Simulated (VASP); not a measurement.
# Mo (Im-3m) in VASP: settings compared

One crystal, Mo, is run at these levels: LDA, r2SCAN; tasks: optical spectrum, equation of state, elastic constants.

Program: VASP 6.6.1. These are calculated values, not measurements. Logs are shortened: lines on timing, memory, paths and dates and some standing lists are left out, and cuts for length are marked.

## Step 1: Starting point

Symmetry: Im-3m, No. 229, cubic system. Conventional cell: a = 3.168 Å, b = 3.168 Å, c = 3.168 Å, α = 90.00°, β = 90.00°, γ = 90.00°. Mo (site symmetry m-3m) has 8 Mo at 2.74 Å as nearest neighbours.

## Step 2: Optical spectrum, LDA, spin-orbit coupling, no magnetisation (cell strained at random at fixed volume)

File INCAR:

```
SYSTEM = Mo
PREC = Normal ; ENCUT = 350
EDIFF = 0.001 ; ISMEAR = 1
SIGMA = 0.1 ; LREAL = .FALSE.
LASPH = .TRUE. ; NELM = 80
ALGO = Normal ; ISIF = 2
LWAVE = .FALSE. ; LCHARG = .FALSE.
LNONCOLLINEAR = .TRUE. ; MAGMOM = 0 0 0
LORBIT = 11 ; LSORBIT = .TRUE.
GGA_COMPAT = .FALSE. ; LMAXMIX = 4
LOPTICS = .TRUE. ; NBANDS = 78
NEDOS = 2000 ; CSHIFT = 0.1
```

File KPOINTS:

```
regular mesh
0
G
  9 9 9
  0 0 0
```

File POSCAR:

```
Mo
1.0
   -1.5692580000      1.5696180000      1.6170130000
    1.5884200000     -1.5370190000      1.6035770000
    1.5789010000      1.5466620000     -1.5844150000
Mo
1
Direct
   -0.0225890000      0.0180520000      0.0161780000
```

Potentials or basis: VASP PAW LDA potentials, release 64 (Mo_sv).

Command:

```bash
$ cat potpaw_LDA.64/Mo_sv/POTCAR > POTCAR
$ mpirun -np 1 vasp_ncl > vasp.out
```

OUTCAR:

```text
SYSTEM = Mo
   PREC = Normal
   ENCUT = 350
   EDIFF = 0.001
   ISMEAR = 1
   LREAL = .FALSE.
   LASPH = .TRUE.
   NELM = 80
   ISIF = 2
   LNONCOLLINEAR = .TRUE.
   LORBIT = 11
   LSORBIT = .TRUE.

 ion  position               nearest neighbor table
   1  0.977  0.018  0.016-

  LATTYP: Found a triclinic cell.
 ALAT       =     4.4353660630
 B/A-ratio  =     0.6131308994
 C/A-ratio  =     1.0245798718
 COS(alpha) =     0.0029645209
 COS(beta)  =     0.5074600674
 COS(gamma) =     0.8129370894

  Lattice vectors:

 A1 = (  -0.0095190000,   3.0836810000,  -3.1879920000)
 A2 = (   1.5789010000,   1.5466620000,  -1.5844150000)
 A3 = (  -3.1864830000,  -0.0422420000,  -3.2397520000)

Analysis of symmetry for initial positions (statically):
=====================================================================
 Subroutine PRICEL returns:
 Original cell was already a primitive cell.

 Routine SETGRP: Setting up the symmetry group for a
 triclinic supercell.

 Subroutine GETGRP returns: Found  2 space group operations
 (whereof  1 operations were pure point group operations)
 out of a pool of  2 trial point group operations.

The static configuration has the point symmetry C_1 .
 The point group associated with its full space group is S_2 .

Analysis of symmetry for dynamics (positions and initial velocities):
=====================================================================
 Subroutine PRICEL returns:
 Original cell was already a primitive cell.

 Routine SETGRP: Setting up the symmetry group for a
 triclinic supercell.

 Subroutine GETGRP returns: Found  2 space group operations
 (whereof  1 operations were pure point group operations)
[... 908 lines left out ...]
       0.060       0.001      -0.008
       0.001       0.115      -0.034
      -0.008      -0.034       0.029

  frequency dependent IMAGINARY DIELECTRIC FUNCTION (independent particle, no local field effects) density-density
     E(ev)      X         Y         Z        XY        YZ        ZX
  --------------------------------------------------------------------------------------------------------------
     0.00000     0.00000     0.00000     0.00000     0.00000     0.00000     0.00000
     1.70174    24.63160    19.05549    35.87901     0.46686     0.06837    -0.00969
     3.40348    17.99887    21.19338    17.85902    -0.61814    -0.87339    -0.12247
     5.10522    14.97300    15.76254    14.84813    -0.24011    -0.47097    -0.77713
     6.80695     5.82248     4.97964     6.17386     0.06100     0.07966     0.08645
     8.50869     1.41119     1.27709     1.81363     0.11658     0.29067     0.19920
[... 92 lines left out ...]
   166.77038     0.00005     0.00005     0.00005     0.00000     0.00000     0.00000
   168.47211     0.00005     0.00005     0.00005     0.00000     0.00000     0.00000

  frequency dependent      REAL DIELECTRIC FUNCTION (independent particle, no local field effects) density-density
     E(ev)        X           Y           Z          XY          YZ          ZX
  --------------------------------------------------------------------------------------------------------------
     0.00000    42.90839    43.63921    48.40057     0.20310     1.26704     0.96300
     1.70174    26.66294    23.39936    31.76991     0.47067     1.69343     1.22716
     3.40348    -0.99136    -2.55212    -1.06842     0.81929     1.88901     1.32517
     5.10522   -13.49023   -11.28855   -15.30196    -0.09438    -0.18791    -0.21558
     6.80695    -3.23268    -2.85845    -4.09215    -0.06898    -0.14363    -0.13072
     8.50869    -1.61309    -1.72259    -1.93133    -0.09782    -0.01875    -0.08653
[... 92 lines left out ...]
   166.77038     0.96308     0.96306     0.96315    -0.00001    -0.00002    -0.00001
   168.47211     0.96387     0.96385     0.96394    -0.00001    -0.00002    -0.00001

  frequency dependent IMAGINARY DIELECTRIC FUNCTION (independent particle, no local field effects) current-current
     E(ev)      X         Y         Z        XY        YZ        ZX
  --------------------------------------------------------------------------------------------------------------
     0.00000    98.68996   100.74003   111.96306     0.48392     3.05737     2.25698
     1.70174    27.71866    21.68009    39.12872     0.53679     0.31041     0.15254
     3.40348    17.84701    20.91920    17.70189    -0.55881    -0.75134    -0.05151
     5.10522    14.38090    15.27009    14.18366    -0.24352    -0.48243    -0.78935
     6.80695     5.70000     4.86894     6.02381     0.05838     0.07457     0.08209
     8.50869     1.35058     1.21383     1.74431     0.11366     0.28995     0.19649
[... 92 lines left out ...]
   166.77038     0.00000     0.00000     0.00000    -0.00000    -0.00000    -0.00000
   168.47211     0.00000     0.00000     0.00000    -0.00000    -0.00000    -0.00000

  frequency dependent      REAL DIELECTRIC FUNCTION (independent particle, no local field effects) current-current
     E(ev)        X           Y           Z          XY          YZ          ZX
  --------------------------------------------------------------------------------------------------------------
     0.00000    41.41279    41.78388    44.90670     0.15037     0.82291     0.69765
     1.70174    23.91199    21.33790    27.57002     0.39951     1.68551     1.21343
     3.40348    -1.99806    -3.77854    -2.05370     0.86694     1.94465     1.33275
     5.10522   -14.05753   -11.88992   -15.86176    -0.08156    -0.16961    -0.18213
     6.80695    -3.39667    -2.99654    -4.26310    -0.07103    -0.14584    -0.13351
     8.50869    -1.64046    -1.74667    -1.96888    -0.10125    -0.02635    -0.09190
[... 92 lines left out ...]
   166.77038     0.96309     0.96307     0.96317    -0.00001    -0.00002    -0.00001
   168.47211     0.96388     0.96386     0.96396    -0.00001    -0.00002    -0.00001

 Spin-Orbit-Coupling matrix elements

 Ion:    1  E_soc:     -0.2130537
 l=   1
     0.0000000    -0.0311900    -0.0311815
    -0.0311900     0.0000000    -0.0311912
    -0.0311815    -0.0311912     0.0000000
 l=   2
     0.0000000    -0.0010790     0.0000000    -0.0010888    -0.0032488
    -0.0010790     0.0000000    -0.0024009    -0.0010927    -0.0008236
     0.0000000    -0.0024009     0.0000000    -0.0024157     0.0000000
    -0.0010888    -0.0010927    -0.0024157     0.0000000    -0.0008146
    -0.0032488    -0.0008236     0.0000000    -0.0008146     0.0000000
 l=   3
     0.0000000     0.0000000     0.0000000     0.0000000     0.0000000     0.0000000     0.0000000
     0.0000000     0.0000000     0.0000000     0.0000000     0.0000000     0.0000000     0.0000000
     0.0000000     0.0000000     0.0000000     0.0000000     0.0000000     0.0000000     0.0000000
     0.0000000     0.0000000     0.0000000     0.0000000     0.0000000     0.0000000     0.0000000
     0.0000000     0.0000000     0.0000000     0.0000000     0.0000000     0.0000000     0.0000000
     0.0000000     0.0000000     0.0000000     0.0000000     0.0000000     0.0000000     0.0000000
     0.0000000     0.0000000     0.0000000     0.0000000     0.0000000     0.0000000     0.0000000

 total charge

# of ion       s       p       d       tot
------------------------------------------
    1        2.383   6.201   3.902  12.486

 magnetization (x)

# of ion       s       p       d       tot
------------------------------------------
    1       -0.000   0.000   0.000   0.000

 magnetization (y)

# of ion       s       p       d       tot
------------------------------------------
    1        0.000   0.000   0.000   0.000

 magnetization (z)

# of ion       s       p       d       tot
------------------------------------------
    1        0.000  -0.000   0.000   0.000
```

OSZICAR:

```text
N       E                     dE             d eps       ncg     rms          rms(c)
DAV:   1     0.151349256033E+03    0.15135E+03   -0.32663E+03 57148   0.281E+02
DAV:   2    -0.702525100720E+01   -0.15837E+03   -0.14733E+03 63266   0.147E+02
DAV:   3    -0.129613848994E+02   -0.59361E+01   -0.58668E+01 66588   0.311E+01
DAV:   4    -0.129698479272E+02   -0.84630E-02   -0.84621E-02 64496   0.115E+00
DAV:   5    -0.129698546278E+02   -0.67006E-05   -0.66988E-05 48798   0.321E-02    0.150E+01
DAV:   6    -0.123092169845E+02    0.66064E+00   -0.92230E-02 61536   0.372E+00    0.365E+00
DAV:   7    -0.122168062983E+02    0.92411E-01   -0.11309E-02 64032   0.140E+00    0.116E+00
DAV:   8    -0.122104147652E+02    0.63915E-02   -0.17546E-03 62854   0.210E-01    0.843E-01
DAV:   9    -0.122092882908E+02    0.11265E-02   -0.45457E-04 48210   0.112E-01    0.138E-01
DAV:  10    -0.122092999751E+02   -0.11684E-04   -0.85613E-06 33626   0.133E-02
   1 F= -.12209300E+02 E0= -.12209307E+02  d E =0.219786E-04  mag=    -0.0000    -0.0000     0.0000
 imaginary and real dielectric function
```

stdout:

```text
POSCAR found type information on POSCAR Mo
 POSCAR found :  1 types and       1 ions
 scaLAPACK will be used
 LDA part: xc-table for (Slater(with rela. corr.)+CA(PZ))
 , standard interpolation
 POSCAR, INCAR and KPOINTS ok, starting setup
 FFT: planning ... GRIDC
 FFT: planning ... GRID_SOFT
 FFT: planning ... GRID
 WAVECAR not read
 entering main loop
 optical routines
 imaginary and real dielectric function
 recalculating local potential from charge density
 direction            1
 direction            2
 direction            3
```

Wall time 6.5 min (1 thread of AMD EPYC, shared host); peak memory 0.54 GiB.

The run converged, but some of its settings lie outside the range that counts as converged (typed here: EDIFF = 0.001; ENCUT = 350; PREC = Normal), so its numbers aren't taken as properties of the crystal.

What came out:

```yaml
Free_energy: -12.2093 eV
Pressure: -14.8 GPa
Valence_electrons_inside_the_program's_atomic_spheres: Mo 12.49
```

Caveat: spectra need much finer meshes, so this one isn't converged; independent-particle spectra lack excitons.

## Step 3: Equation of state, r2SCAN, 14.94 Å³/atom (volume scaled by 0.94)

File INCAR:

```
SYSTEM = Mo
PREC = Accurate
ENCUT = 520
EDIFF = 1E-6
ISMEAR = -1
SIGMA = 0.05
LREAL = .FALSE.
LASPH = .TRUE.
NELM = 80
ALGO = Normal
ISIF = 2
LWAVE = .FALSE.
LCHARG = .FALSE.
METAGGA = R2SCAN
LMIXTAU = .TRUE.
```

File KPOINTS:

```
regular mesh
0
G
  12 12 12
  0 0 0
```

File POSCAR:

```
Mo
1.0
   -1.5514772677      1.5514772677      1.5514772677
    1.5514772677     -1.5514772677      1.5514772677
    1.5514772677      1.5514772677     -1.5514772677
Mo
1
Direct
    0.0000000000      0.0000000000      0.0000000000
```

Potentials or basis: VASP PAW PBE potentials, release 64 (Mo_sv).

Command:

```bash
$ cat potpaw_PBE.64/Mo_sv/POTCAR > POTCAR
$ mpirun -np 1 vasp_std > vasp.out
```

Wall time 35 s (1 thread of Intel Xeon 6975P-C (Granite Rapids), shared host); peak memory 0.13 GiB.

Results (log left out):

* Free energy: -26.0622 eV
* Pressure: 14.9 GPa
* Band gap on the k mesh: none (metal or under the smearing width)

Caveat: the PAW data sets were made with another functional, which shifts forces and pressure a little.

## Step 4: Equation of state, r2SCAN, 15.26 Å³/atom (volume scaled by 0.96)

File INCAR:

```
PREC = Accurate ; ENCUT = 520
EDIFF = 1E-6 ; ISMEAR = -1
SIGMA = 0.05 ; LREAL = False
LASPH = True ; NELM = 100
ALGO = Normal ; ISIF = 2
LWAVE = False ; LCHARG = False
METAGGA = R2SCAN ; LMIXTAU = True
```

File KPOINTS:

```
regular mesh
0
Gamma
  12 12 12
```

File POSCAR:

```
Mo
1.0
   -1.5624035240      1.5624035240      1.5624035240
    1.5624035240     -1.5624035240      1.5624035240
    1.5624035240      1.5624035240     -1.5624035240
Mo
1
Direct
    0.0000000000      0.0000000000      0.0000000000
```

Command:

```bash
$ cat potpaw_PBE.64/Mo_sv/POTCAR > POTCAR
$ mpirun -np 1 vasp_std > vasp.out
```

Wall time 31 s (1 thread of Intel Xeon 6975P-C (Granite Rapids), shared host); peak memory 0.12 GiB.

It converged, with:

```
Free energy            : -26.0852 eV
Pressure               : 8.2 GPa
Band gap on the k mesh : none (metal or under the smearing width)
```

Caveat: the PAW data sets were made with another functional, which shifts forces and pressure a little.

## Step 5: Equation of state, r2SCAN, 15.57 Å³/atom (volume scaled by 0.98)

File INCAR:

```
SYSTEM = Mo
  PREC = Accurate
  ENCUT = 520
  EDIFF = 1E-6
  ISMEAR = -1
  SIGMA = 0.05
  LREAL = .FALSE.
  LASPH = .TRUE.
  NELM = 60
  ALGO = Normal
  ISIF = 2
  LWAVE = .FALSE.
  LCHARG = .FALSE.
  METAGGA = R2SCAN
  LMIXTAU = .TRUE.
```

File KPOINTS:

```
Automatic mesh
0
G
  12 12 12
  0 0 0
```

File POSCAR:

```
Mo
1.0
   -1.5731790612      1.5731790612      1.5731790612
    1.5731790612     -1.5731790612      1.5731790612
    1.5731790612      1.5731790612     -1.5731790612
Mo
1
Direct
    0.0000000000      0.0000000000      0.0000000000
```

Command:

```bash
$ cat potpaw_PBE.64/Mo_sv/POTCAR > POTCAR
$ mpirun -np 1 vasp_std > vasp.out
```

Wall time 33 s (1 thread of Intel Xeon 6975P-C (Granite Rapids), shared host); peak memory 0.12 GiB.

Results (log left out):

| Property | Result |
| --- | --- |
| Free energy | -26.0953 eV |
| Pressure | 2.1 GPa |
| Band gap on the k mesh | none (metal or under the smearing width) |

Caveat: the PAW data sets were made with another functional, which shifts forces and pressure a little.

## Step 6: Equation of state, r2SCAN, 16.21 Å³/atom (volume scaled by 1.02)

File INCAR:

```
SYSTEM = Mo
PREC = Accurate
ENCUT = 520
EDIFF = 1E-6
ISMEAR = -1
SIGMA = 0.05
LREAL = .FALSE.
LASPH = .TRUE.
NELM = 100
ALGO = Normal
ISIF = 2
LWAVE = .FALSE.
LCHARG = .FALSE.
METAGGA = R2SCAN
LMIXTAU = .TRUE.
```

KPOINTS is that of step 5.

File POSCAR:

```
Mo
1.0
   -1.5942980787      1.5942980787      1.5942980787
    1.5942980787     -1.5942980787      1.5942980787
    1.5942980787      1.5942980787     -1.5942980787
Mo
1
Direct
    0.0000000000      0.0000000000      0.0000000000
```

Potentials or basis: VASP PAW PBE potentials, release 64 (Mo_sv).

Command:

```bash
$ cat potpaw_PBE.64/Mo_sv/POTCAR > POTCAR
$ mpirun -np 1 vasp_std > vasp.out
```

Run time: 37 s. Hardware: 1 thread of Intel Xeon 6975P-C (Granite Rapids), shared host; peak memory 0.13 GiB.

It converged, with:

```
Free energy            : -26.0821 eV
Pressure               : -8.4 GPa
Band gap on the k mesh : none (metal or under the smearing width)
```

Caveat: the PAW data sets were made with another functional, which shifts forces and pressure a little.

## Step 7: Equation of state, r2SCAN, 16.53 Å³/atom (volume scaled by 1.04)

File INCAR:

```
SYSTEM = Mo
PREC = Accurate ; ENCUT = 520
EDIFF = 1E-6 ; ISMEAR = -1
SIGMA = 0.05 ; LREAL = .FALSE.
LASPH = .TRUE. ; NELM = 60
ALGO = Normal ; ISIF = 2
LWAVE = .FALSE. ; LCHARG = .FALSE.
METAGGA = R2SCAN ; LMIXTAU = .TRUE.
```

KPOINTS is that of step 6.

File POSCAR:

```
Mo
1.0
   -1.6046509537      1.6046509537      1.6046509537
    1.6046509537     -1.6046509537      1.6046509537
    1.6046509537      1.6046509537     -1.6046509537
Mo
1
Direct
    0.0000000000      0.0000000000      0.0000000000
```

Command:

```bash
$ cat potpaw_PBE.64/Mo_sv/POTCAR > POTCAR
$ mpirun -np 1 vasp_std > vasp.out
```

It took 38 s on 1 thread of Intel Xeon 6975P-C (Granite Rapids), shared host; peak memory 0.14 GiB.

Results (log left out):

```
Free energy            : -26.0611 eV
Pressure               : -12.8 GPa
Band gap on the k mesh : none (metal or under the smearing width)
```

Caveat: the PAW data sets were made with another functional, which shifts forces and pressure a little.

## Step 8: Equation of state, r2SCAN, 16.85 Å³/atom (volume scaled by 1.06)

File INCAR:

```
SYSTEM = Mo
ALGO = Normal
EDIFF = 1E-6
ENCUT = 520
ISIF = 2
ISMEAR = -1
LASPH = .TRUE.
LCHARG = .FALSE.
LMIXTAU = .TRUE.
LREAL = .FALSE.
LWAVE = .FALSE.
METAGGA = R2SCAN
NELM = 100
PREC = Accurate
SIGMA = 0.05
```

File KPOINTS:

```
k-points
0
G
  12 12 12
  0 0 0
```

File POSCAR:

```
Mo
1.0
   -1.6148719360      1.6148719360      1.6148719360
    1.6148719360     -1.6148719360      1.6148719360
    1.6148719360      1.6148719360     -1.6148719360
Mo
1
Direct
    0.0000000000      0.0000000000      0.0000000000
```

Command:

```bash
$ cat potpaw_PBE.64/Mo_sv/POTCAR > POTCAR
$ mpirun -np 1 vasp_std > vasp.out
```

Wall time 29 s (1 thread of Intel Xeon 6975P-C (Granite Rapids), shared host); peak memory 0.14 GiB.

Results (log left out):

```
Free energy            : -26.0317 eV
Pressure               : -16.8 GPa
Band gap on the k mesh : none (metal or under the smearing width)
```

Caveat: the PAW data sets were made with another functional, which shifts forces and pressure a little.

(Part 1 of 2 ends here.)
